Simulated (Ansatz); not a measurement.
CaF2: response to strain

Consider CaF2 in the fluorite structure (space group Fm-3m, No. 225).

```yaml
crystal:
  lattice:
    - [0.00000, 2.71026, 2.71026]
    - [2.71026, 0.00000, 2.71026]
    - [2.71026, 2.71026, 0.00000]
  atoms:
    - { symbol: Ca, position: [0.00000, 0.00000, 0.00000] }
    - { symbol: F, position: [0.25000, 0.25000, 0.25000] }
    - { symbol: F, position: [0.75000, 0.75000, 0.75000] }
```

Cartesian axes are those of the cell as printed.

Strains are applied to the cell and any free atomic positions relax; under biaxial strain the out-of-plane vector relaxes too; under stress the whole cell relaxes.

Method: PBEsol (Ansatz, a quantum-chemistry and plane-wave program; PAW; 420 eV plane waves; no spin-orbit coupling).

Notes on the quantities. energy relative to the base: free energy F; pressure: mean of the normal stresses, compression positive; band gap: an upper bound: an edge found on the path is not a true extremum; the base alone.

```csv
change,energy relative to the base,pressure,band gap,volume per atom
base,0 meV/atom,0.00 GPa,7.25 eV,13.27 Å³
"biaxial strain −1.45 %, plane normal [001], relaxed out of plane",+3.3 meV/atom,1.88 GPa,7.31 eV,13.00 Å³
"biaxial strain +0.62 %, plane normal [001], relaxed out of plane",+0.6 meV/atom,-0.76 GPa,7.16 eV,13.39 Å³
"biaxial strain +2.25 %, plane normal [001], relaxed out of plane",+7.5 meV/atom,-2.62 GPa,6.90 eV,13.71 Å³
"biaxial strain +0.49 %, plane normal [110], relaxed out of plane",+0.3 meV/atom,-0.47 GPa,7.21 eV,13.35 Å³
isotropic strain −0.92 %,+2.8 meV/atom,2.55 GPa,7.41 eV,12.91 Å³
uniaxial strain ε_yy = −1.31 %,+1.2 meV/atom,1.17 GPa,7.27 eV,13.10 Å³
"uniaxial stress, 1 GPa tension along x",+0.3 meV/atom,–,7.21 eV,13.32 Å³
tensor shear ε_xz = −2.23 %,+2.7 meV/atom,0.11 GPa,7.25 eV,13.27 Å³
tensor shear ε_xy = −0.92 %,+0.4 meV/atom,0.02 GPa,7.25 eV,13.27 Å³
```

A biaxial case was relaxed in a doubled cell and then solved in the primitive one. Stability under load was not tested beyond the relaxation.
